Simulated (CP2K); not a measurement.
# TaN (P-6m2) in CP2K: a series of runs

The runs below take TaN through single point, with PBE.

All numbers are computed with CP2K 2026.2; they aren't measurements. Logs are shortened: lines on timing, memory, paths and dates and some standing lists are left out, and cuts for length are marked.

### 1 The structure

The structure is hexagonal, space group P-6m2 (No. 187). Conventional cell: a = 2.938 Å, b = 2.938 Å, c = 2.883 Å, α = 90.00°, β = 90.00°, γ = 120.00°. Ta (site symmetry -6m2) is surrounded by 6 N at 2.23 Å. Around N (site symmetry -6m2) lie 6 Ta at 2.23 Å.

### 2 Single point, PBE

Input file tan_scf.inp:

```
&GLOBAL
  PROJECT tan_scf
  RUN_TYPE ENERGY_FORCE
  PRINT_LEVEL LOW
&END GLOBAL
&FORCE_EVAL
  METHOD QS
  STRESS_TENSOR ANALYTICAL
  &DFT
    BASIS_SET_FILE_NAME BASIS_MOLOPT
    POTENTIAL_FILE_NAME GTH_POTENTIALS
    &MGRID
      CUTOFF 450
      REL_CUTOFF 60
      NGRIDS 5
    &END MGRID
    &QS
      METHOD GPW
      EPS_DEFAULT 1.0E-9
    &END QS
    &KPOINTS
      SCHEME MONKHORST-PACK 10 10 9
      GAMMA_CENTERED T
      SYMMETRY T
      SYMMETRY_BACKEND SPGLIB
    &END KPOINTS
    &SCF
      SCF_GUESS ATOMIC
      EPS_SCF 1.0E-6
      MAX_SCF 100
      ADDED_MOS 13
      CHOLESKY OFF
      EPS_EIGVAL 1.0E-7
      &DIAGONALIZATION ON
        ALGORITHM STANDARD
      &END DIAGONALIZATION
      &MIXING ON
        METHOD BROYDEN_MIXING
        ALPHA 0.4
        BETA 1.5
        NBUFFER 8
      &END MIXING
      &SMEAR ON
        METHOD FERMI_DIRAC
        ELECTRONIC_TEMPERATURE [K] 580.226
      &END SMEAR
    &END SCF
    &XC
      &XC_FUNCTIONAL PBE
      &END XC_FUNCTIONAL
    &END XC
    &PRINT
      &KPOINTS ON
      &END KPOINTS
      &MULLIKEN ON
      &END MULLIKEN
      &MO ON
        ENERGIES T
        OCCUPATION_NUMBERS T
        &EACH
          QS_SCF 0
        &END EACH
        ADD_LAST NUMERIC
      &END MO
      &E_DENSITY_CUBE ON
        STRIDE 1
      &END E_DENSITY_CUBE
      &V_HARTREE_CUBE ON
        STRIDE 1
      &END V_HARTREE_CUBE
      &ELF_CUBE ON
        STRIDE 1
      &END ELF_CUBE
    &END PRINT
  &END DFT
  &SUBSYS
    &CELL
      A 2.9380011100 0.0000000000 0.0000000000
      B -1.4690005500 2.5443836000 0.0000000000
      C 0.0000000000 0.0000000000 2.8830022100
      PERIODIC XYZ
    &END CELL
    &COORD
      SCALED
      Ta  0.3333333333 0.6666666667 0.5000000000
      N   0.0000000000 0.0000000000 0.0000000000
    &END COORD
    &KIND Ta
      BASIS_SET DZVP-MOLOPT-SR-GTH-q13
      POTENTIAL GTH-PBE-q13
    &END KIND
    &KIND N
      BASIS_SET DZVP-MOLOPT-SR-GTH-q5
      POTENTIAL GTH-PBE-q5
    &END KIND
    &PRINT
      &ATOMIC_COORDINATES ON
      &END ATOMIC_COORDINATES
      &CELL ON
      &END CELL
      &SYMMETRY ON
      &END SYMMETRY
    &END PRINT
  &END SUBSYS
  &PRINT
    &FORCES ON
    &END FORCES
    &STRESS_TENSOR ON
    &END STRESS_TENSOR
  &END PRINT
&END FORCE_EVAL
```

Potentials or basis: GTH_POTENTIALS Ta GTH-PBE-q13, N GTH-PBE-q5; DZVP-MOLOPT-SR-GTH basis.

Run with:

```sh
OMP_NUM_THREADS=1 cp2k.psmp -i tan_scf.inp -o tan_scf.out
```

tan_scf.out:

```text

 CP2K| version string:                                       CP2K version 2026.2
 CP2K| Input file name                                               tan_scf.inp

 GLOBAL| Force Environment number                                              1
 GLOBAL| Basis set file name                                        BASIS_MOLOPT
 GLOBAL| Potential file name                                      GTH_POTENTIALS
 GLOBAL| MM Potential file name                                     MM_POTENTIAL
 GLOBAL| Coordinate file name                                      __STD_INPUT__
 GLOBAL| Method name                                                        CP2K
 GLOBAL| Project name                                                    tan_scf
 GLOBAL| Run type                                                   ENERGY_FORCE
 GLOBAL| FFT library                                                       FFTW3
[... 8 lines left out ...]
 GLOBAL| CPU model name                                                  UNKNOWN

 CELL| Volume [angstrom^3]:                                            21.551600
 CELL| Vector a [angstrom]:       2.938     0.000     0.000   |a| =     2.938001
 CELL| Vector b [angstrom]:      -1.469     2.544     0.000   |b| =     2.938001
 CELL| Vector c [angstrom]:       0.000     0.000     2.883   |c| =     2.883002
 CELL| Angle (b,c), alpha [degree]:                                    90.000000
 CELL| Angle (a,c), beta  [degree]:                                    90.000000
 CELL| Angle (a,b), gamma [degree]:                                   120.000000
 CELL| Numerically orthorhombic:                                              NO
 CELL| Periodicity                                                           XYZ

 CELL_REF| Volume [angstrom^3]:                                        21.551600
 CELL_REF| Vector a [angstrom     2.938     0.000     0.000   |a| =     2.938001
 CELL_REF| Vector b [angstrom    -1.469     2.544     0.000   |b| =     2.938001
 CELL_REF| Vector c [angstrom     0.000     0.000     2.883   |c| =     2.883002
 CELL_REF| Angle (b,c), alpha [degree]:                                90.000000
 CELL_REF| Angle (a,c), beta  [degree]:                                90.000000
 CELL_REF| Angle (a,b), gamma [degree]:                               120.000000
 CELL_REF| Numerically orthorhombic:                                          NO
 CELL_REF| Periodicity                                                       XYZ
[... 10 lines left out ...]

  Total number of            - Atomic kinds:                                   2
                             - Atoms:                                          2
                             - Shell sets:                                     2
                             - Shells:                                        13
                             - Primitive Cartesian functions:                 11
                             - Cartesian basis functions:                     45
                             - Spherical basis functions:                     39

  Maximum angular momentum of- Orbital basis functions:                        3
                             - Local part of the GTH pseudopotential:          2
[... 111 lines left out ...]
     5 Broy./Diag. 0.40E+00    3.7     0.00905637       -68.2726230943  1.18E-01
     6 Broy./Diag. 0.40E+00    3.6     0.00146077       -68.2738877547 -1.26E-03
     7 Broy./Diag. 0.40E+00    3.6     0.00033497       -68.2749109353 -1.02E-03
     8 Broy./Diag. 0.40E+00    3.6     0.00069007       -68.2757750898 -8.64E-04
     9 Broy./Diag. 0.40E+00    3.6     0.00002537       -68.2758147964 -3.97E-05
    10 Broy./Diag. 0.40E+00    3.6     0.00001318       -68.2757515114  6.33E-05
    11 Broy./Diag. 0.40E+00    3.6     0.00000276       -68.2757612762 -9.76E-06
    12 Broy./Diag. 0.40E+00    3.7     0.00000246       -68.2757758303 -1.46E-05
    13 Broy./Diag. 0.40E+00    3.7     0.00000031       -68.2757808588 -5.03E-06

  *** SCF run converged in    13 steps ***

  Electronic density on regular grids:        -17.9999999985        0.0000000015
  Core density on regular grids:               17.9999999840       -0.0000000160
  Total charge density on r-space grids:       -0.0000000145
  Total charge density g-space grids:          -0.0000000145

  Overlap energy of the core charge distribution:               0.00000000115469
  Self energy of the core charge distribution:               -111.53065485753706
  Core Hamiltonian energy:                                     25.93491591743447
  Hartree energy:                                              26.79096530878601
  Exchange-correlation energy:                                 -9.47099594415781
  Electronic entropic energy:                                  -0.00001128447853
  Fermi energy:                                                 0.55834050260254

  Total energy:                                               -68.27578085879941
  Total energy (extrapolated to T->0):                        -68.27577521656013

 MO| EIGENVALUES AND OCCUPATION NUMBERS FOR K POINT 1
 MO|
 MO|  Index      Eigenvalue [a.u.]        Eigenvalue [eV]             Occupation
 MO|      1              -1.955451             -53.210515               2.000000
 MO|      2              -0.755483             -20.557737               2.000000
 MO|      3              -0.750749             -20.428907               2.000000
 MO|      4              -0.735817             -20.022598               2.000000
 MO|      5              -0.023565              -0.641244               2.000000
 MO|      6               0.269757               7.340448               2.000000
[... 378 lines left out ...]
 MO|     21               1.699615              46.248870               0.000000
 MO|     22               1.845515              50.219010               0.000000
 MO| Sum:                                                              18.000000
 MO| E(Fermi):            0.558341 a.u.         15.193218 eV
 MO| Band gap:            0.179938 a.u.          4.896350 eV

 [... the levels of further k-points ...]

 The electron density is written in Cube    file format to the file:

 tan_scf-ELECTRON_DENSITY-1_0.cube

 !-----------------------------------------------------------------------------!
                     Mulliken Population Analysis

 #  Atom  Element  Kind  Atomic population                           Net charge
       1     Ta       1         12.487971                              0.512029
       2     N        2          5.512029                             -0.512029
 # Total charge                             18.000000                  0.000000

 !-----------------------------------------------------------------------------!

               ----- ELF is computed on the real space grid -----

 ELF is written in Cube    file format to the file:

 tan_scf-ELF_S1-1_0.cube

 ENERGY| Total FORCE_EVAL ( QS ) energy [hartree]            -68.275780676127283

 FORCES| Atomic forces [hartree/bohr]
 FORCES|   Atom     x               y               z               |f|
 FORCES|      1 -2.75031642E-09  2.61420037E-08  4.60104141E-14   2.62862816E-08
 FORCES|      2 -6.01369421E-09 -2.12544513E-08  2.45410075E-15   2.20888256E-08
 FORCES| Sum    -8.76401063E-09  4.88755248E-09  4.84645149E-14
 FORCES| Total atomic force                                       1.00347422E-08

 STRESS| Analytical stress tensor [bar]
 STRESS|                        x                   y                   z
 STRESS|      x        7.84629262172E+03  -2.43518186363E+00  -1.49674073576E-08
 STRESS|      y       -2.43518186363E+00   7.84303315377E+03  -8.51510507716E-09
 STRESS|      z       -1.49674073576E-08  -8.51510507716E-09   8.07676642859E+03
 STRESS| 1/3 Trace                                             7.92203073469E+03
 STRESS| Determinant                                           4.97033926200E+11

 STRESS| Eigenvectors and eigenvalues of the analytical stress tensor [bar]
 STRESS|                        1                   2                   3
 STRESS| Eigenvalues   7.84173267554E+03   7.84759309995E+03   8.07676642859E+03
 STRESS|      x           0.471071693331      0.882094926718     -0.000000000065
 STRESS|      y           0.882094926718     -0.471071693331     -0.000000000036
 STRESS|      z           0.000000000062      0.000000000040      1.000000000000
```

It took 65 s on 1 thread of Arm Neoverse V2, shared host; peak memory 0.26 GiB.

What came out:

```yaml
Free_energy: -1857.8785 eV
Pressure: 0.8 GPa
Band_gap_on_the_k_mesh: none (metal or under the smearing width)
Mulliken_charges: Ta +0.51; N -0.51 e
```

Caveat: Mulliken charges move with the basis; the basis of atomic orbitals isn't converged, which shifts pressures, moduli and gaps. Spin-orbit coupling is left out, which matters for the levels of Ta.

### 3 Single point, PBE

Edit tan_scf.inp of step 2 so:

```diff
@@ -89,3 +89,3 @@
       BASIS_SET DZVP-MOLOPT-SR-GTH-q13
-      POTENTIAL GTH-PBE-q13
+      POTENTIAL GTH-PADE-q13
     &END KIND
@@ -93,3 +93,3 @@
       BASIS_SET DZVP-MOLOPT-SR-GTH-q5
-      POTENTIAL GTH-PBE-q5
+      POTENTIAL GTH-PADE-q5
     &END KIND
```

Potentials or basis: GTH_POTENTIALS Ta GTH-PADE-q13, N GTH-PADE-q5; DZVP-MOLOPT-SR-GTH basis.

Run with:

```sh
OMP_NUM_THREADS=1 cp2k.psmp -i tan_scf.inp -o tan_scf.out
```

Run time: 68 s. Hardware: 1 thread of Arm Neoverse V2, shared host; peak memory 0.26 GiB.

Results (log left out):

* Free energy: -1865.2270 eV
* Pressure: -22.0 GPa
* Band gap on the k mesh: none (metal or under the smearing width)
* Mulliken charges: Ta +0.57; N -0.57 e

Stress tensor (GPa, compression positive):
```
-22.85   0.00   0.00
  0.00 -22.85   0.00
  0.00   0.00 -20.37
```

Levels at points of the mesh, in eV from the Fermi level:
```
           k point  band 7  band 8  band 9  band 10  band 11  band 12
(0.00, 0.00, 0.00)   -4.94   -4.55   -3.40     1.81     3.49     3.49
(0.00, 0.50, 0.00)   -5.60   -3.77   -3.63     3.22     4.11     5.20
```

Caveat: Mulliken charges move with the basis; the potentials were made for another functional, which shifts forces and pressure; the basis of atomic orbitals isn't converged, which shifts pressures, moduli and gaps. The run has no spin-orbit coupling, so splittings on Ta are missing.

[end of part 1 of 2]
